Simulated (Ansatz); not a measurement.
## SiC: do energies and stresses tell the same story?

Method: DFT PBE, scalar-relativistic, plane waves, PAW in Ansatz 0.2.0.

Cutoff 420 eV; k points 12×12×4 on the computed 8-atom cell (Γ-centred); Gaussian smearing, width 0.02 eV; no spin polarisation.

Relaxed cell: P6_3mc, a = 3.094 Å, b = 3.094 Å, c = 10.129 Å, α = 90.00°, β = 90.00°, γ = 120.00°, 8 atoms in the primitive cell.

Energies at zero smearing and pressures from the stress tensor, at volumes with shape and atoms relaxed:
| V (Å³/atom) | E − E(first) (meV/atom) | P (GPa) |
| --- | --- | --- |
| 9.238 | 0.00 | 34.91 |
| 9.553 | -57.78 | 24.15 |
| 9.868 | -95.92 | 14.88 |
| 10.183 | -117.13 | 6.89 |
| 10.498 | -123.74 | 0.00 |
| 10.813 | -117.76 | -5.94 |
| 11.128 | -100.92 | -11.06 |
| 11.548 | -64.16 | -16.80 |

Check P = −dE/dV between neighbouring volumes, and get the bulk modulus from the pressures alone.

With 1 eV/Å³ = 160.2 GPa:
```tsv
middle V (Å³/atom)	−ΔE/ΔV (GPa)	mean P (GPa)
9.395	29.394	29.528
9.710	19.403	19.517
10.025	10.792	10.888
10.340	3.363	3.447
10.655	-3.040	-2.971
10.970	-8.569	-8.503
11.338	-14.024	-13.932
```

The two differ by 0.13 GPa at most. The mean of two end pressures misses the average over a step by about ΔV² P″/12, up to 0.13 GPa here; with that taken off 0.01 GPa remains. Around V = 10.498 Å³/atom, the two neighbours give B = −V ΔP/ΔV = 10.498 × 12.84 / 0.630 = 213.9 GPa, against B0 = 212.8 GPa from the Birch–Murnaghan fit of the energies.